## How a small tilt in the energy moves a crystal's volume

A pressure of 1 GPa changes the volume of a solid whose bulk modulus is 200 GPa by half a percent. The same proportion holds for errors. If a calculation pushes the atoms apart with a spurious pressure of a few gigapascals, its equilibrium volume comes out one or two percent too large, even in a crystal as stiff as silicon carbide.

An error in the energy that is equal at every volume has no such effect, because it lifts the whole energy curve and leaves the minimum in place. Only the part that changes with volume matters. When programs disagree on a volume, the useful question is therefore how their energy errors change as the atoms are brought together, rather than how large those errors are.

Kohn-Sham DFT with PBE, without spin polarisation, for SiC (space group P6_3mc, 4 atoms per cell); k mesh 10x10x5, Fermi-Dirac smearing of 0.05 eV. Volume, bulk modulus and its pressure slope come from Birch-Murnaghan fits to static-lattice energies at seven volumes. Under "basis", energies are plane-wave cutoffs and DZP is a set of atom-centred orbitals.

| program | potentials | basis | equilibrium volume (Å³/atom) | bulk modulus (GPa) | bulk modulus slope | equilibrium volume less the median of the rows (Å³/atom) |
| --- | --- | --- | --- | --- | --- | --- |
| Ansatz | JTH PAW | 780 eV | 10.490 | 212.60 | 3.910 | -0.028 |
| Quantum ESPRESSO | GBRV 1.5 PBE | 612 eV | 10.510 | 212.70 | 3.910 | -0.008 |
| Ansatz | Ansatz PAW polarizable | 420 eV | 10.516 | 212.80 | 3.930 | -0.002 |
| Ansatz | Ansatz PAW accurate | 800 eV | 10.518 | 212.50 | 3.900 | 0.000 |
| Ansatz | SPMS NC | 1034 eV | 10.520 | 211.80 | 3.900 | 0.002 |
| Quantum ESPRESSO | Ansatz NC SR PBE | 1116 eV | 10.525 | 212.00 | 3.900 | 0.007 |
| SIESTA | PseudoDojo 0.5 stringent, converted to PSML | DZP | 10.669 | 210.40 | 4.070 | 0.151 |

All seven runs treat the same crystal with the same density functional. They differ in the potential that stands for each atom's core, in the functions from which the electron waves are built, and partly in the program. The six runs with plane waves agree within 0.035 Å³ per atom, or 0.3 % of the volume. SIESTA, the only run with atom-centred orbitals, lies 0.151 Å³ above the median, more than four times that whole spread.

The median is a convenient reference point, and it belongs to the row with the accurate PAW set of Ansatz. It should not be mistaken for the true volume of silicon carbide. An error of the functional itself is common to all rows, and so is the neglect of the atoms' vibrations. Agreement between the rows cannot reveal either.

### From an energy slope to a volume

Picture the reference energy curve as a bowl and the error as a slightly tilted floor under it. The lowest point moves downhill until the rising wall of the bowl balances the tilt. A stiff crystal is a steep bowl, in which the point moves little.

In symbols, let V be the reference volume per atom and B the bulk modulus, which is the pressure rise per fractional loss of volume. If the error energy falls as the crystal expands, its slope acts as an extra outward pressure p. The crystal expands by ΔV until its own elastic pull, B ΔV/V, equals p. Hence

ΔV = V p / B.

The SIESTA run serves as a worked case. Each run computed the energy at seven volumes, from 9.72 to 10.96 Å³ per atom. Between these ends the SIESTA energy falls by 25.7 meV per atom more than the reference energy does. Divided by the volume difference of 1.24 Å³, this is a slope of about 0.021 eV/Å³, or 3.3 GPa.

With V = 10.518 Å³ and B = 212.5 GPa, the expansion should be 10.518 × 3.3/212.5, or about 0.16 Å³ per atom. The computed shift is 0.151 Å³. The estimate is slightly high because it uses the average slope over the whole range, while the slope near the minimum is gentler. The pressures that the runs report at 10.548 Å³ differ by 3.09 GPa, and with this local value the formula gives 0.153 Å³.

The formula has no adjustable constant, but its input comes from the very runs whose volumes it reproduces. Its success shows how little tilt is needed, and leaves the origin of the tilt open. It does less well for Quantum ESPRESSO with the GBRV potentials, where the reported pressure leads to a shift of −0.012 Å³ and the table has −0.008 Å³. There the pressure and the energy curve disagree by about 0.1 GPa, a mismatch of the kind that a finite set of plane waves leaves in a computed stress.

### Why atom-centred orbitals can tilt the curve

Any limited set of functions gives an energy that is too high, because the electrons cannot take their best shape. How this missing energy depends on volume differs between the two kinds of basis. Plane waves fill the cell evenly and take no notice of where the atoms sit. What they fail to describe is mostly the sharp structure close to each nucleus, which hardly changes when the crystal is compressed. Most of their error is therefore the same at every volume and drops out.

Atom-centred orbitals start from the opposite end. They are made from the free atom and describe it well with very few functions. The DZP basis of the SIESTA run has two radial functions for each valence orbital, plus a polarisation shell that lets the charge lean towards a neighbour. In the crystal, charge moves from silicon towards carbon and gathers along the bonds, so the free-atom shapes have to be distorted.

The closer the atoms, the stronger the distortion, and the more a short list of functions leaves out. The missing energy then grows on compression, which is the same as an outward pressure. A second effect works against it: in a denser crystal each atom can borrow more of its neighbours' functions, and this improves the description. Theory alone does not fix which of the two wins for a given basis.

In the SIESTA run the net push is outward, as it should be if the distortion wins. The basis is the likely cause, but the table does not isolate it, because SIESTA also uses a potential that appears in no other row. The circumstantial evidence is good: six different sets of potentials in plane waves stay within 0.035 Å³ of each other, so a shift of 0.15 Å³ from a seventh set would be out of character. A plane-wave run with SIESTA's potential would show how much of the shift belongs to the potential.

### The small irregularity among the plane waves

Among the plane-wave runs, the one with the JTH PAW set stands a little apart, 0.028 Å³ below the median. The other five lie within 0.015 Å³ of each other. The reference run uses the same program and nearly the same plane-wave cutoff, 800 eV against 780 eV, but another PAW set. This points to the data set as the source, although the two runs also differ in the cutoff for the electron density.

A potential or PAW set is built to reproduce an atom in chosen reference states. Its small errors change when neighbours press in and alter the electrons near the core, so they too can tilt the energy curve. Their sign depends on how the set was constructed. For JTH the tilt is inward, and at 10.548 Å³ it amounts to about half a gigapascal.

The order of the other five rows carries no physical message, since differences of this size are usual between sound potentials at working settings. Nor is the cutoff a common scale of quality. The polarizable PAW set at 420 eV and the accurate one at 800 eV give volumes that differ by only 0.002 Å³. A smoother potential needs fewer plane waves, so a cutoff has meaning only together with the potential for which it was chosen.

### Why the bulk modulus hardly notices

SIESTA also gives the lowest bulk modulus, 210.4 GPa against 212.5 GPa for the reference. It is tempting to read this as softer bonds. The comparison, however, is made at two different volumes, and a crystal becomes softer as it expands.

The column "bulk modulus slope", written B′, tells how fast: it is the rise of the modulus per unit of pressure, about 3.9 in the reference run. If SIESTA's error were a constant outward pressure, the crystal would simply slide along the reference curve to its larger volume. Its modulus would then be 212.5 × (10.518/10.669)^3.9, or about 201 GPa. The computed value is higher by more than 9 GPa, so SIESTA's pressure must rise faster on compression than that of the reference run. Brought to the same volume, SIESTA's crystal is in fact about 5 % stiffer.

The extra stiffness comes from the way the error fades. SIESTA's extra pressure falls from 4.2 GPa at the smallest volume to 2.7 GPa at the largest. A push that strengthens when the atoms are squeezed resists compression, and so adds to the modulus. Expansion softens the crystal, the fading push stiffens it, and the two nearly cancel.

The balance can be put in one line. Suppose that the extra pressure varies as 1/Vⁿ. Sliding to the new volume changes the modulus by −B′p, and the fading push adds np, so the net change is roughly (n − B′)p. The extra pressures at the two ends of the volume range give n of about 3.6 for SIESTA, close to B′. The net change should thus be a small reduction of about 1 GPa; the table shows 2.1 GPa, so the rule gets the sign and the smallness right but not the exact amount.

The JTH run is the mirror image. Its inward pull also fades on expansion, with nearly the same n. A constant pull would have raised its modulus to 214.7 GPa, yet the computed value is 212.6 GPa, almost that of the reference. No law demands that n equal B′. But where an extra pressure comes from the crowding of atoms, it can be expected to grow on compression, and some cancellation of this kind then follows.

### What this means in use

Each run's modulus is best taken at that run's own minimum. Compared in this way, the seven values lie between 210.4 and 212.8 GPa. At the common volume of 10.518 Å³ they would range from about 210 to 223 GPa. Here, forcing one program's cell on another would enlarge the disagreement that it was meant to remove. Had the extra pressures been constant, a common volume would have brought the moduli together.

The same holds for strain and stress. In the cell of the reference run, the SIESTA crystal is under a pressure of about 3 GPa before any load is applied. Its own relaxed lengths are 0.5 % greater, if the shape of the cell is kept as it was here. A strain of interest, say that of a film on a substrate, should therefore be counted from the minimum found with the same potential and basis.

Energies are far more forgiving. Stretching the reference crystal to SIESTA's volume costs only 1.4 meV per atom, because the bottom of the bowl is flat. That flatness is also why the volume is so sensitive: where the energy hardly changes, a slight tilt is enough to move the minimum. For a neighbouring case, the first guess follows from the same two quantities, the slope of the error and the stiffness of the crystal. The same tilt in a material half as stiff, with a similar volume per atom, would shift the volume by twice as much.
